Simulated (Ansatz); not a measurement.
Runs of Ansatz 0.2.0 on MgS (Niningerite). Symmetry: Fm-3m, No. 225, cubic system. The conventional cell has a = 5.203 Å, b = 5.203 Å, c = 5.203 Å, α = 90.00°, β = 90.00°, γ = 90.00°. S (site symmetry m-3m) is surrounded by 6 Mg at 2.60 Å. Mg (site symmetry m-3m) is surrounded by 6 S at 2.60 Å. 

| task | level | cell | points for each segment of the path | gap on the mesh (eV) | pressure (GPa) | relaxed volume (Å³/atom) |
| --- | --- | --- | --- | --- | --- | --- |
| band structure | LDA | as given | 14 | 2.69 | -3.3 | - |
| band structure | RPBE | as given | 14 | 3.07 | 3.4 | - |
| relaxation of cell and atoms | RPBE | relaxed | - | 2.98 | 0.0 | 18.40 |
| band structure | PBEsol | as given | 14 | 2.83 | (a) | - |
| relaxation of cell and atoms | PBEsol | relaxed | - | (b) | 0.0 | 17.39 |

Alike in all rows: potentials or basis Ansatz PAW; no spin polarisation; k mesh 9 × 9 × 9; cutoff (eV) 420; smearing fermi-dirac 0.05 eV.

Question: Estimate the missing entries.

Answer: (a) -0.9; (b) 2.86.

Caveats: the PAW data sets come from PBE, with cores solved anew for the run's functional, which leaves a small shift of forces and pressure; the k mesh misses the band edges, so the gap on the mesh is wider than the one along the path (some runs); odd divisions of the mesh miss points on the zone boundary, where band edges often lie, so the gap on the mesh can be too wide (some runs); the plane-wave basis is chosen anew once the cell has moved, so the energies of steps on either side of that aren't comparable (some runs).

Runs at the PBE level aren't shown here.
